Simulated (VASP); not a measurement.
## SnTe under changes of volume

One of the cells (43.096 Å³/atom); the others are scaled copies at fixed shape and fractional positions:

```
Te Sn
1.0
     0.00000    3.50601    3.50601
     3.50601    0.00000    3.50601
     3.50601    3.50601    0.00000
Te Sn
1 1
Direct
  0.25000 0.25000 0.25000
  0.00000 0.00000 0.00000
```

Measurements of this composition are mostly on another form, of space group No. 225.

| Item | Value |
| --- | --- |
| Program | VASP 6.6.1 |
| Functional | LDA |
| Potentials or basis | VASP PAW LDA potentials, release 64 (Te, Sn_d) |
| Cutoff | 520 eV |
| k mesh | 6 × 6 × 6 |
| Occupations | gaussian, width 0.02 eV |
| Spin | no spin polarisation |

```tsv
volume (Å³/atom)	energy over the lowest point (meV/atom)	pressure (GPa)
41.373	6.55	1.3
42.234	?	?
43.096	0.00	-0.1
43.958	1.47	-0.5
44.820	5.36	-1.0
```

Question: What does the run at 42.234 Å³/atom give?

Answer: Energy over the lowest point 1.50 meV/atom; pressure 0.6 GPa.

Worked out: A Birch-Murnaghan fit of order 2 (a polynomial in V^(-2/3)) to the other rows has its minimum at 43.12 Å³/atom with B0 = V·E''(V) = 27 GPa. It gives 1.67 meV/atom at 42.234 Å³/atom, against the run's 1.50, and -dE/dV = 0.6 GPa, against 0.6.

Energies are extrapolated to zero smearing.
